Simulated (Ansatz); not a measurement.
What does Ansatz print for the nuclei with this input?

The cell is an entry of the Crystallography Open Database (COD), relaxed with PBE at fixed cell and then changed (atom 4 (Hf) moved by 0.10 Å).

```yaml
crystal:
  lattice:
    - [5.118, 0.0, 0.0]
    - [0.0, 5.1857, 0.0]
    - [-0.8586630598, 0.0, 5.2138671406]
  atoms:
    - { symbol: Hf, position: [0.2767007731, 0.0418824066, 0.2081292236] }
    - { symbol: Hf, position: [0.7232992269, 0.5418824066, 0.2918707764] }
    - { symbol: Hf, position: [0.7232992269, 0.9581175934, 0.7918707764] }
    - { symbol: Hf, position: [0.2850084493, 0.4467208678, 0.7224755808] }
    - { symbol: O, position: [0.4465502579, 0.7583828045, 0.4802713727] }
    - { symbol: O, position: [0.5534497421, 0.2583828045, 0.0197286273] }
    - { symbol: O, position: [0.5534497421, 0.2416171955, 0.5197286273] }
    - { symbol: O, position: [0.4465502579, 0.7416171955, 0.9802713727] }
    - { symbol: O, position: [0.0726417556, 0.3392506153, 0.3389491494] }
    - { symbol: O, position: [0.9273582444, 0.8392506153, 0.1610508506] }
    - { symbol: O, position: [0.9273582444, 0.6607493847, 0.6610508506] }
    - { symbol: O, position: [0.0726417556, 0.1607493847, 0.8389491494] }
kpoints:
  mp_grid: { grid: [4, 4, 4] }
scf:
  occupations: { method: fermi_dirac, width: 0.02 }
hamiltonian:
  xc: pbe
  pseudopotentials: { kind: paw, frozen_core: stored }
output:
  forces: true
  stress: true
  populations: true
  efg: { quadrupole_moments_barn: { Hf: 3.365, O: -0.02558 } }
```

```sh
ansatz run input.yaml --threads 1 --pin off --max-ram 3072MiB --backend cpu --events-out ev --progress --plain --runs-dir out
```

Of the output, the block on the nuclei alone is shown; the set-up, the SCF iterations, energies, forces and stress are cut. One atom of each set with nearly equal values is shown.

```
--- PAW observables at the nuclei: V_zz in 10²¹ V/m², potentials from the cell's mean, atoms counted from 1 ---
  atom   1  Hf V_zz =   +12.213276   η = 0.2627   by run symmetry: allowed   C_q = +993.7374 MHz
            electrostatic potential = -14179.470385 V   contact ρ = none
  atom   2  Hf V_zz =   +12.243336   η = 0.0957   by run symmetry: allowed   C_q = +996.1832 MHz
            electrostatic potential = -14179.521079 V   contact ρ = none
  atom   3  Hf V_zz =   +12.057529   η = 0.1770   by run symmetry: allowed   C_q = +981.0649 MHz
            electrostatic potential = -14179.476261 V   contact ρ = none
  atom   4  Hf V_zz =   +14.934403   η = 0.1891   by run symmetry: allowed   C_q = +1215.1427 MHz
            electrostatic potential = -14179.480035 V   contact ρ = none
  atom   5  O  V_zz =    +1.211330   η = 0.8927   by run symmetry: allowed   C_q = -0.7492 MHz
            electrostatic potential = -630.126939 V   contact ρ = none
  atom   6  O  V_zz =    -1.301843   η = 0.8455   by run symmetry: allowed   C_q = +0.8052 MHz
            electrostatic potential = -629.763727 V   contact ρ = none
  atom   7  O  V_zz =    +1.324847   η = 0.4647   by run symmetry: allowed   C_q = -0.8194 MHz
            electrostatic potential = -629.921284 V   contact ρ = none
  atom   8  O  V_zz =    -1.393581   η = 0.5758   by run symmetry: allowed   C_q = +0.8620 MHz
            electrostatic potential = -629.932021 V   contact ρ = none
  atom   9  O  V_zz =    -1.572475   η = 0.3471   by run symmetry: allowed   C_q = +0.9726 MHz
            electrostatic potential = -630.591972 V   contact ρ = none
  atom  10  O  V_zz =    -1.431874   η = 0.9461   by run symmetry: allowed   C_q = +0.8856 MHz
            electrostatic potential = -630.510726 V   contact ρ = none
  atom  11  O  V_zz =    -1.515896   η = 0.7049   by run symmetry: allowed   C_q = +0.9376 MHz
            electrostatic potential = -630.640780 V   contact ρ = none
  atom  12  O  V_zz =    -1.247437   η = 0.7197   by run symmetry: allowed   C_q = +0.7716 MHz
            electrostatic potential = -630.344814 V   contact ρ = none
```

Hardware: 1 thread of Intel Xeon 6975P-C (Granite Rapids) (x86_64; 16 cores open to the job, memory cap 3.0 GiB, no GPU), a shared host with a load of 0.1 a core. Wall time 27 s, CPU time 27 s, peak memory 0.62 GiB.

Without spin–orbit coupling the gradients at and beside Hf can be off by some per cent, at some sites by more. The atoms aren't relaxed after the move (largest force 2.2 eV/Å).
